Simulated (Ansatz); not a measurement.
SrCl2: equation of state with LDA

Crystal: SrCl2.

```xyz
3
Lattice="0.0000 3.4884 3.4884 3.4884 0.0000 3.4884 3.4884 3.4884 0.0000" Properties=species:S:1:pos:R:3 pbc="T T T"
Sr    0.0000    0.0000    0.0000
Cl    5.2325    5.2325    5.2325
Cl    1.7442    1.7442    1.7442
```

```yaml
Program: Ansatz 0.2.0
Task: equation of state
Functional: LDA
Potentials_or_basis: Ansatz PAW
Cutoff: 420 eV
Density_cutoff: 1680 eV
k_mesh: 7 × 7 × 7
Occupations: fermi-dirac, width 0.05 eV
Spin: no spin polarisation
```

```json
{
 "Equilibrium volume": "26.21 Å³/atom (rough: see the caveat)",
 "Bulk modulus": "44 GPa (rough)"
}
```

Energy against volume, from the lowest point:
```csv
volume (Å³/atom),energy (meV/atom)
26.601,0.00
27.167,3.75
27.733,10.25
28.299,19.18
28.865,30.27
29.431,43.28
29.997,57.98
```

All runs of the series together: 7.3 s on 2 threads of Arm Neoverse V2, with other jobs on the host.

Caveat: the minimum lies outside the volumes run.
